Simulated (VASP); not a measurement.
# Rb (I4/mmm) in VASP: a series of runs

The runs below take Rb through single point, relaxation of the atoms, with PBE, RPBE+D3.

Everything below comes from runs of VASP 6.6.1. Logs are shortened: lines on timing, memory, paths and dates and some standing lists are left out, and cuts for length are marked.

## 1. The structure

Symmetry: I4/mmm, No. 139, tetragonal system. Conventional cell: a = 5.909 Å, b = 5.909 Å, c = 5.462 Å, α = 90.00°, β = 90.00°, γ = 90.00°.

This isn't the form of Rb at room conditions, which is bcc.

## 2. Single point, PBE

The input, run.py:

```python
from ase.calculators.vasp import Vasp
from ase.dft.bandgap import bandgap
from ase.io import read

atoms = read('Rb.cif')
calc = Vasp(
    directory='calc',
    xc='pbe',
    pp='PBE',
    setups='materialsproject',
    prec='Accurate',
    encut=520,
    ediff=1e-06,
    ismear=0,
    sigma=0.05,
    lreal=False,
    lasph=True,
    nelm=100,
    algo='Normal',
    isif=2,
    lwave=False,
    lcharg=False,
    kpts=[7, 7, 7],
    gamma=True,
    nbands=10,
)
atoms.calc = calc

print('energy (eV):', atoms.get_potential_energy())
print('free energy (eV):', atoms.get_potential_energy(force_consistent=True))
print('forces (eV/A):')
print(atoms.get_forces())
print('stress (eV/A^3, Voigt):', atoms.get_stress())
print('Fermi level (eV):', calc.get_fermi_level())
gap, top, bottom = bandgap(calc)
print('band gap (eV):', gap, 'from (spin, k, band)', top, 'to', bottom)
```

The input, Rb.cif:

```cif
data_Rb
_cell_length_a 4.99157251
_cell_length_b 4.99157251
_cell_length_c 4.99157251
_cell_angle_alpha 107.41608901
_cell_angle_beta 107.41608901
_cell_angle_gamma 113.66463534
_space_group_name_H-M_alt 'P1'
_space_group_name_Hall 'P 1'
_space_group_IT_number 1
loop_
_space_group_symop_operation_xyz
'x,y,z'
loop_
_atom_site_label
_atom_site_type_symbol
_atom_site_symmetry_multiplicity
_atom_site_Wyckoff_symbol
_atom_site_fract_x
_atom_site_fract_y
_atom_site_fract_z
_atom_site_occupancy
Rb1 Rb 1 a 0.0000000000 0.0000000000 0.0000000000 1
```

Potentials or basis: VASP PAW PBE potentials, release 64 (Rb_sv).

Started as:

```bash
> python run.py
```

The log of the run:

```text
energy (eV): -0.93774076
free energy (eV): -0.93824292
forces (eV/A):
[[0. 0. 0.]]
stress (eV/A^3, Voigt): [ 0.00075794  0.00088009  0.00066685 -0.         -0.          0.00013937]
Fermi level (eV): -0.094273
band gap (eV): 0.0 from (spin, k, band) (None, None, None) to (None, None, None)
```

OUTCAR:

```text
ENCUT = 520.000000
   EDIFF = 1.00e-06
   GGA = PE
   PREC = Accurate
   ISIF = 2
   ISMEAR = 0
   NELM = 100
   LASPH = .TRUE.
   LREAL = .FALSE.

 ion  position               nearest neighbor table
   1  0.000  0.000  0.000-

  LATTYP: Found a body centered tetragonal cell.
 ALAT       =     5.9090237184
 C/A-ratio  =     0.9242965754

  Lattice vectors:

 A1 = (   4.9915725100,   0.0000000000,   0.0000000000)
 A2 = (  -2.0035299824,   4.5718337385,   0.0000000000)
 A3 = (  -1.4940212639,  -2.2859168694,   4.1783107414)

Analysis of symmetry for initial positions (statically):
=====================================================================
 Subroutine PRICEL returns:
 Original cell was already a primitive cell.

 Routine SETGRP: Setting up the symmetry group for a
 body centered tetragonal supercell.

 Subroutine GETGRP returns: Found 16 space group operations
 (whereof 16 operations were pure point group operations)
 out of a pool of 16 trial point group operations.

The static configuration has the point symmetry D_4h.

Analysis of symmetry for dynamics (positions and initial velocities):
=====================================================================
 Subroutine PRICEL returns:
 Original cell was already a primitive cell.

 Routine SETGRP: Setting up the symmetry group for a
 body centered tetragonal supercell.

 Subroutine GETGRP returns: Found 16 space group operations
 (whereof 16 operations were pure point group operations)
 out of a pool of 16 trial point group operations.

The dynamic configuration has the point symmetry D_4h.

 Subroutine INISYM returns: Found 16 space group operations
 (whereof 16 operations are pure point group operations),
 and found     1 'primitive' translations

----------------------------------------------------------------------------------------

                                     Primitive cell

  volume of cell :      95.3517

  direct lattice vectors                    reciprocal lattice vectors
     4.991572510  0.000000000  0.000000000     0.200337669  0.087794646  0.119665585
    -2.003529982  4.571833738  0.000000000     0.000000000  0.218730614  0.119665585
    -1.494021264 -2.285916869  4.178310741     0.000000000  0.000000000  0.239331170

  length of vectors
     4.991572510  4.991572510  4.991572510     0.249324956  0.249324956  0.239331170

  position of ions in fractional coordinates (direct lattice)
     0.000000000  0.000000000  0.000000000

  ion indices of the primitive-cell ions
   primitive index   ion index
                 1           1

----------------------------------------------------------------------------------------

 KPOINTS: KPOINTS created by Atomic Simulation Env

Automatic generation of k-mesh.
 Grid dimensions read from file:
 generate k-points for:    7    7    7

 Generating k-lattice:

  Cartesian coordinates                     Fractional coordinates (reciprocal lattice)
     0.028619667  0.012542092  0.017095084     0.142857143  0.000000000  0.000000000
     0.000000000  0.031247231  0.017095084     0.000000000  0.142857143  0.000000000
     0.000000000  0.000000000  0.034190167     0.000000000  0.000000000  0.142857143

  Length of vectors
     0.035617851  0.035617851  0.034190167

  Shift w.r.t. Gamma in fractional coordinates (k-lattice)
     0.000000000  0.000000000  0.000000000

 Subroutine IBZKPT returns following result:
 ===========================================

 Found     40 irreducible k-points:

 Following reciprocal coordinates:
            Coordinates               Weight
  0.000000  0.000000  0.000000      1.000000
  0.142857  0.000000 -0.000000      8.000000
  0.285714  0.000000  0.000000      8.000000
  0.428571  0.000000 -0.000000      8.000000
  0.142857  0.142857 -0.000000      8.000000
  0.285714  0.142857  0.000000     16.000000
[... 32 lines left out ...]
 -0.428571  0.428571  0.428571      4.000000
 -0.428571 -0.428571  0.428571      2.000000
   k-points           NKPTS =     40   k-points in BZ     NKDIM =     40   number of bands    NBANDS=     10
   number of dos      NEDOS =    301   number of ions     NIONS =      1
   total plane-waves  NPLWV =  64000
   dimension x,y,z NGX =    40 NGY =   40 NGZ =   40
   dimension x,y,z NGXF=    80 NGYF=   80 NGZF=   80
   ions per type =               1
   NGX,Y,Z   is equivalent  to a cutoff of  13.32, 13.32, 13.32 a.u.
   NGXF,Y,Z  is equivalent  to a cutoff of  26.64, 26.64, 26.64 a.u.
 SYSTEM =  unknown system
   PREC   = accura    normal or accurate (medium, high low for compatibility)
   ISTART =      0    job   : 0-new  1-cont  2-samecut
   ICHARG =      2    charge: 1-file 2-atom 10-const
   ISPIN  =      1    spin polarized calculation?
   LNONCOLLINEAR =      F non collinear calculations
   LSORBIT =      F    spin-orbit coupling
   LASPH  =      T    aspherical Exc in radial PAW
   ENCUT  =  520.0 eV  38.22 Ry    6.18 a.u.   9.28  9.28  9.28*2*pi/ulx,y,z
   NELM   =    100;   NELMIN=  2; NELMDL= -5     # of ELM steps
   EDIFF  = 0.1E-05   stopping-criterion for ELM
   LREAL  =      F    real-space projection
   EDIFFG = 0.1E-04   stopping-criterion for IOM
   NSW    =      0    number of steps for IOM
   IBRION =     -1    ionic relax: 0-MD 1-quasi-New 2-CG
   NFREE  =      0    steps in history (QN), initial steepest desc. (CG)
   ISIF   =      2    stress and relaxation
   ISYM   =      2    0-nonsym 1-usesym 2-fastsym
   POTIM  = 0.5000    time-step for ionic-motion
   TEBEG  =    0.0;   TEEND  =   0.0 temperature during run
   PSTRESS=    0.0 pullay stress
   NELECT =       9.0000    total number of electrons
   NUPDOWN=      -1.0000    fix difference up-down
   EMIN   =  10.00;   EMAX   =-10.00  energy-range for DOS
   EFERMI =   0.00;   METHOD = LEGACY
   ISMEAR =     0;   SIGMA  =   0.05  broadening in eV -4-tet -1-fermi 0-gaus
   EFERMI_NEDOS =   21; number of points for ismear=-14 and -15
   IALGO  =     38    algorithm
   IMIX   =      4    mixing-type and parameters
     AMIX     =   0.40;   BMIX     =  1.00
     AMIX_MAG =   1.60;   BMIX_MAG =  1.00
  volume/ion in A,a.u.               =      95.35       643.47
  Fermi-wavevector in a.u.,A,eV,Ry     =   0.745383  1.408570  7.559340  0.555596
  Thomas-Fermi vector in A             =   1.840957
   LORBIT       =      0    0 simple, 1 ext, 2 COOP (PROOUT), +10 PAW based schemes
   GGA     = PE    functional components
   LHFCALC =     F    Hartree Fock is set to
   AEXX    =    0.0000 exact exchange contribution
   IVDW    =     0    specifies the selected vdW correction
   LEPSILON=     F    determine dielectric tensor
   LRPA    =     F    only Hartree local field effects (RPA)
 non-spin polarized calculation
 Gauss-broadening in eV      SIGMA  =   0.05
  energy-cutoff  :      520.00
  volume of cell :       95.35
 maximum number of plane-waves:      2584
 NGX is ok and might be reduce to    40
   NGX = 19   NGY = 19   NGZ = 19

 number of electron       9.0000000 magnetization

 Free energy of the ion-electron system (eV)
  ---------------------------------------------------
  ext. energy  EPLUGINS =         0.00000000
  ---------------------------------------------------
  free energy    TOTEN  =        -0.93824292 eV

  energy without entropy =       -0.93723860  energy(sigma->0) =       -0.93774076

 E-fermi :  -0.0943     XC(G=0):  -5.3551

 val. band max:       -0.1424557535   @ k =   0.4286   0.0000  -0.0000
 cond. band min:      -0.0841737915   @ k =  -0.4286   0.4286   0.1429
 fundamental gap:      0.0582819620
 Fermi energy:        -0.0942729975

 k-point     1 :       0.0000    0.0000    0.0000
  band No.  band energies     occupation
      1     -29.0192      2.00000
      2     -13.0656      2.00000
      3     -13.0656      2.00000
      4     -13.0652      2.00000
      5      -2.0005      2.00000
      6       3.2951      0.00000
      7       3.6974      0.00000
      8       3.6974      0.00000
      9       4.1697      0.00000
     10       4.7166      0.00000

 k-point     2 :       0.1429    0.0000   -0.0000
  band No.  band energies     occupation
      1     -29.0186      2.00000
      2     -13.0810      2.00000
      3     -13.0710      2.00000
      4     -13.0660      2.00000
      5      -1.7643      2.00000
      6       3.1372      0.00000
      7       3.2211      0.00000
      8       3.7334      0.00000
      9       4.1544      0.00000
     10       4.4392      0.00000

 k-point     3 :       0.2857    0.0000    0.0000
  band No.  band energies     occupation
      1     -29.0171      2.00000
      2     -13.1153      2.00000
      3     -13.0830      2.00000
      4     -13.0672      2.00000
      5      -1.0973      2.00000
      6       2.1499      0.00000
      7       2.6844      0.00000
      8       4.2743      0.00000
      9       4.3246      0.00000
     10       4.4091      0.00000
[... 456 lines left out ...]
 k-point    39 :      -0.4286    0.4286    0.4286
  band No.  band energies     occupation
      1     -29.0136      2.00000
      2     -13.1262      2.00000
      3     -13.1243      2.00000
      4     -13.1123      2.00000
      5       0.9206      0.00000
      6       1.3186      0.00000
      7       2.7440      0.00000
      8       2.7666      0.00000
      9       3.4846      0.00000
     10       4.9493      0.00000

 k-point    40 :      -0.4286   -0.4286    0.4286
  band No.  band energies     occupation
      1     -29.0136      2.00000
      2     -13.1241      2.00000
      3     -13.1241      2.00000
      4     -13.1165      2.00000
      5       1.1713      0.00000
      6       1.1951      0.00000
      7       2.7573      0.00000
      8       2.7573      0.00000
      9       3.1256      0.00000
     10       5.2321      0.00000

------------------------ aborting loop because EDIFF is reached ----------------------------------------

  FORCE on cell =-STRESS in cart. coord.  units (eV):
  Direction    XX          YY          ZZ          XY          YZ          ZX
  --------------------------------------------------------------------------------------
  -------------------------------------------------------------------------------------
  Total       -0.0722710     -0.0839184     -0.0635855     -0.0132891      0.0000000      0.0000000
  in kB       -1.2143554     -1.4100660     -1.0684151     -0.2232950      0.0000000      0.0000000
  external PRESSURE =      -1.2309455 kB  Pullay stress =       0.0000000 kB

 VOLUME and BASIS-vectors are now :
 -----------------------------------------------------------------------------
  energy-cutoff  :      520.00
  volume of cell :       95.35
      direct lattice vectors                 reciprocal lattice vectors
     4.991572510  0.000000000  0.000000000     0.200337669  0.087794646  0.119665585
    -2.003529982  4.571833738  0.000000000     0.000000000  0.218730614  0.119665585
    -1.494021264 -2.285916869  4.178310741     0.000000000  0.000000000  0.239331170

 POSITION                                       TOTAL-FORCE (eV/Angst)
 -----------------------------------------------------------------------------------
      0.00000      0.00000      0.00000         0.000000      0.000000      0.000000
 -----------------------------------------------------------------------------------
    total drift:                               -0.000000      0.000000     -0.000000

  FREE ENERGIE OF THE ION-ELECTRON SYSTEM (eV)
  ---------------------------------------------------
  free  energy   TOTEN  =        -0.9382429222 eV

  energy  without entropy=       -0.9372385989  energy(sigma->0) =       -0.93774076
```

INCAR:

```text
ENCUT = 520.000000
SIGMA = 0.050000
EDIFF = 1.00e-06
ALGO = Normal
GGA = PE
PREC = Accurate
ISIF = 2
ISMEAR = 0
NBANDS = 10
NELM = 100
LASPH = .TRUE.
LCHARG = .FALSE.
LWAVE = .FALSE.
LREAL = .FALSE.
```

Run time: 51 s. Hardware: 1 thread of AMD EPYC 7R13 (Zen 3), shared host; peak memory 0.2 GiB.

Results:

```
Free energy            : -0.9382 eV
Pressure               : -0.1 GPa
Band gap on the k mesh : none (metal or under the smearing width)
```

## 3. Relaxation of the atoms, RPBE+D3 (cell strained at random at fixed volume)

The input, INCAR:

```
PREC = Accurate ; ENCUT = 520
EDIFF = 1E-6 ; ISMEAR = 1
SIGMA = 0.2 ; LREAL = False
LASPH = True ; NELM = 80
ALGO = Normal ; ISIF = 2
LWAVE = False ; LCHARG = False
GGA = RP ; IVDW = 11
IBRION = 2 ; NSW = 40
EDIFFG = -0.01
```

The input, Rb.cif:

```cif
data_Rb
_cell_length_a 4.92816113
_cell_length_b 4.94395201
_cell_length_c 4.97284482
_cell_angle_alpha 113.11871417
_cell_angle_beta 108.10224572
_cell_angle_gamma 104.98557493
_space_group_name_H-M_alt 'P-1'
_space_group_name_Hall '-P 1'
_space_group_IT_number 2
loop_
_space_group_symop_operation_xyz
'x,y,z'
'-x,-y,-z'
loop_
_atom_site_label
_atom_site_type_symbol
_atom_site_symmetry_multiplicity
_atom_site_Wyckoff_symbol
_atom_site_fract_x
_atom_site_fract_y
_atom_site_fract_z
_atom_site_occupancy
Rb1 Rb 1 h 0.5000000000 0.5000000000 0.5000000000 1
```

The input, KPOINTS:

```
regular mesh
0
Gamma
  6 7 7
```

The input, POSCAR:

```
Rb
 1.0000000000000000
     4.9281611300000003    0.0000000000000000    0.0000000000000000
    -1.2783865964065320    4.7758129347066314    0.0000000000000000
    -1.5451309392237158   -2.4348665410901029    4.0513184164583240
 Rb 
   1
Cartesian
  1.0523217971848768  1.1704731968082642  2.0256592082291620
```

Potentials or basis: VASP PAW PBE potentials, release 64 (Rb_sv).

Started as:

```bash
> ase convert -i cif -o vasp Rb.cif POSCAR
> cat potpaw_PBE.64/Rb_sv/POTCAR > POTCAR
> mpirun -np 1 vasp_std > vasp.out
```

Run time: 2.1 min. Hardware: 1 thread of AMD EPYC 7R13 (Zen 3), shared host; peak memory 0.28 GiB.

It converged, with:

* Free energy: -0.9883 eV
* Pressure after relaxing: -0.1 GPa
* Band gap on the k mesh: none (metal or under the smearing width)
* Dispersion energy per atom: -0.168 eV

Stress tensor (GPa, compression positive):
```
-0.03 -0.02 -0.07
-0.02 -0.09 -0.04
-0.07 -0.04 -0.22
```

Final structure:
```
Rb
1.0
     4.92816    0.00000    0.00000
    -1.27839    4.77581    0.00000
    -1.54513   -2.43487    4.05132
Rb
1
Direct
  0.50000 0.50000 0.50000
```

Levels at points of the mesh, in eV from the Fermi level:
```
           k point  band 3  band 4  band 5  band 6  band 7  band 8
(0.00, 0.00, 0.00)  -13.06  -13.06   -1.92    3.39    3.73    3.89
(0.50, 0.00, 0.00)  -13.08  -13.05    0.13    0.55    2.88    4.07
```

Caveat: the relaxation stopped at its first step, so nothing moved; the PAW data sets were made with another functional, which shifts forces and pressure a little; pairwise dispersion overbinds metals, which lowers pressure and volume.

## 4. The reference run

An earlier run on the cell as given: functional PBE; potentials or basis VASP PAW PBE potentials, release 64 (Rb_sv); cutoff 520 eV; k mesh 7 × 7 × 7; occupations fermi-dirac, width 0.05 eV; no spin polarisation.

* Pressure: -0.1 GPa
* Band gap on the k mesh: none (metal or under the smearing width)

## 5. Summary

| task | level | cell | k mesh | smearing | gap on the mesh (eV) | pressure (GPa) |
| --- | --- | --- | --- | --- | --- | --- |
| single point | PBE | as given | 7 × 7 × 7 | gaussian 0.05 eV | none | -0.1 |
| relaxation of the atoms | RPBE+D3 | atoms relaxed from: cell strained at random at fixed volume | 6 × 7 × 7 | methfessel-paxton 0.2 eV | none | -0.1 |
| single point | PBE | as given | 7 × 7 × 7 | fermi-dirac 0.05 eV | none | -0.1 |

Alike in all rows: potentials or basis VASP PAW PBE potentials, release 64 (Rb_sv); no spin polarisation; cutoff (eV) 520.

Caveats: the relaxation stopped at its first step, so nothing moved (some runs); the PAW data sets were made with another functional, which shifts forces and pressure a little (some runs); pairwise dispersion overbinds metals, which lowers pressure and volume (some runs).

Total energies depend on the potentials used, so only differences within one code and one set of settings carry meaning.
